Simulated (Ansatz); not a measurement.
Runs of Ansatz 0.2.0 on Sc. Symmetry: P6_3/mmc, No. 194, hexagonal system. The conventional cell has a = 3.309 Å, b = 3.309 Å, c = 5.273 Å, α = 90.00°, β = 90.00°, γ = 120.00°. Around Sc (site symmetry -6m2) lie 12 Sc at 3.26 to 3.31 Å. 

```tsv
task	level	potentials or basis	spin	U	cutoff (eV)	smearing	double counting	hubbard projectors	gap on the mesh (eV)	pressure (GPa)
density of states	PBE+D4+U	PseudoDojo stringent (PBE files)	off	Sc d U = 4 eV	1061	gaussian 0.025 eV	amf	ortho-atomic (the default)	none	-2.3
electrostatic potential	LDA	SSSP efficiency PAW	collinear, antiferromagnetic start	-	1225	tetrahedron	-	-	none	-5.3
density of states	BLYP	Ansatz PAW earlier set	off	-	920	fermi-dirac 0.05 eV	-	-	none	0.1
single point	PBEsol	Ansatz PAW	off	-	420	fermi-dirac 0.05 eV	-	-	none	(a)
```

Alike in all rows: cell as given; k mesh 9 × 9 × 5.

**Question.** Fill in the values left out.

**Answer.** (a) -2.8.

Caveats: the density of states is complete only up to the lowest level of the last band computed (some runs); the PAW data sets come from PBE, with cores solved anew for the run's functional, which leaves a small shift of forces and pressure (some runs); U without spin polarisation on a metal has little footing (some runs); pairwise dispersion overbinds metals, which lowers pressure and volume (some runs); the U is typed as a test and isn't derived for this compound (some runs); the potentials were made for another functional, which shifts forces and pressure (some runs).

A k mesh can miss the band edges.

A gap of «none» marks a metal or a gap under the smearing width.

Not every run made on this cell is shown here.
